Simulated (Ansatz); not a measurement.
# One atom moved over a plane in InPd

All numbers below come from Ansatz 0.2.0, DFT PBE, scalar-relativistic, plane waves, PAW. Settings: plane waves to 420 eV, k-mesh 14×14×14 (Γ-centred), Gaussian smearing 0.15 eV. No spin polarisation. Energies are free energies at this smearing, counted from the undisturbed cell; pressure is positive in compression.

Zero of the scan (as given, not relaxed at this level; it stands at 3.7 GPa, and it needn't be the usual structure):

```
In Pd
1.0
     3.27188    0.00000    0.00000
     0.00000    3.27188    0.00000
     0.00000    0.00000    3.27188
In Pd
1 1
Direct
  0.00000 0.00000 0.00000
  0.50000 0.50000 0.50000
```

Atom 2 (Pd) is moved by p along (0.707, 0.707, 0.000) and q along (0.000, 0.000, 1.000) (Å), all else fixed. Points are written (p, q).

Energy above the undisturbed cell in eV/cell (a dash: not computed):

```
 p \ q  -0.450  -0.225  0.000  0.225  0.450
-0.450    1.48    0.77      ?   0.77   1.48
-0.225    0.65    0.25   0.11   0.25   0.65
 0.000       ?    0.11   0.00   0.11      ?
 0.225    0.65    0.25   0.11   0.25   0.65
 0.450    1.48    0.77      ?   0.77   1.48
```

(1) Fill in the withheld energies.

Answers

(1) (-0.450, 0.000): 0.53; (0.000, -0.450): 0.42; (0.000, 0.450): 0.42; (0.450, 0.000): 0.53.